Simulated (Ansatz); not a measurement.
## CsI: single point with PBE

The system is CsI.

```xyz
2
Lattice="4.5667 0.0000 0.0000 0.0000 4.5667 0.0000 0.0000 0.0000 4.5667" Properties=species:S:1:pos:R:3 pbc="T T T"
Cs    0.0000    0.0000    0.0000
I     2.2833    2.2833    2.2833
```

```yaml
Program: Ansatz 0.2.0
Task: single point
Functional: PBE
Potentials_or_basis: Ansatz PAW
Cutoff: "420 eV (not typed: the program's choice for these potentials)"
k_mesh: 6 × 6 × 6
Occupations: gaussian, width 0.026 eV
Spin: no spin polarisation
```

* Pressure: 0.8 GPa
* Band gap on the k mesh: 3.89 eV, indirect (least direct gap 3.98 eV)

Levels at points of the mesh, in eV from the valence-band top:
| k point | band 9 | band 10 | band 11 | band 12 | band 13 | band 14 | band 15 | band 16 | band 17 |
| --- | --- | --- | --- | --- | --- | --- | --- | --- | --- |
| (0.00, 0.00, 0.00) | -7.07 | -7.07 | -0.09 | -0.09 | -0.09 | 3.89 | 4.20 | 4.20 | 7.79 |
| (0.00, 0.00, -0.50) | -7.01 | -7.01 | -1.55 | -0.24 | -0.24 | 5.21 | 6.50 | 6.74 | 6.74 |
| (0.00, -0.50, -0.50) | -7.44 | -6.97 | -0.85 | -0.85 | 0.00 | 4.26 | 4.94 | 6.12 | 6.12 |
| (-0.50, -0.50, -0.50) | -7.32 | -7.32 | -1.30 | -1.30 | -1.30 | 7.19 | 7.19 | 7.19 | 7.87 |

Run time: 3 s on 2 threads of Intel(R) Xeon(R) Processor @ 2.50GHz (Skylake/Cascade Lake), on a shared host, peak memory 0.39 GiB.

Caveat: spin-orbit coupling is left out, which moves the levels of the heavy elements. PBE gaps usually lie below the measured ones, often by a third to a half.
